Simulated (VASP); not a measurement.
Here is a VASP 6.6.1 calculation.

Contents of INCAR:

```
SYSTEM = ZrO2
ALGO = Normal ; BPARAM = 11.95
CPARAM = 0.0093 ; EDIFF = 1E-7
EDIFFG = -0.005 ; ENCUT = 600
IBRION = 2 ; ISIF = 3
ISMEAR = 0 ; IVDW_NL = 2
LASPH = .True. ; LCHARG = .False.
LMIXTAU = .True. ; LREAL = .False.
LUSE_VDW = .True. ; LWAVE = .False.
METAGGA = R2SCAN ; NELM = 60
NSW = 90 ; PREC = Accurate
SIGMA = 0.02
```

The input KPOINTS:

```
k-points
0
Gamma
  8 8 8
  0 0 0
```

The input POSCAR:

```
ZrO2
1.0
    0.0000000000      2.5450727100      2.5450727100
    2.5450727100      0.0000000000      2.5450727100
    2.5450727100      2.5450727100      0.0000000000
Zr O
1 2
Direct
    0.0000000000      0.0000000000      0.0000000000
    0.2500000000      0.2500000000      0.2500000000
    0.7500000000      0.7500000000      0.7500000000
```

Potentials or basis: VASP PAW PBE potentials, release 64 (Zr_sv, O).

The run is started by

```bash
$ cat potpaw_PBE.64/Zr_sv/POTCAR potpaw_PBE.64/O/POTCAR > POTCAR
$ mpirun -np 1 vasp_std > vasp.out
```

(1) Estimate the band gap on the k mesh.

(2) Estimate the space group after relaxing (to 0.05 Å).

(3) What does it give for the relaxed volume?

(4) Estimate the relaxed cell.

Answers

(1) 3.88 eV, indirect (least direct gap 4.27 eV).

(2) Fm-3m (No. 225).

(3) 10.93 Å³/atom.

(4) a = 3.593 Å, b = 3.593 Å, c = 3.593 Å, α = 60.00°, β = 60.00°, γ = 60.00°.

Caveat: the PAW data sets were made with another functional, which shifts forces and pressure a little.
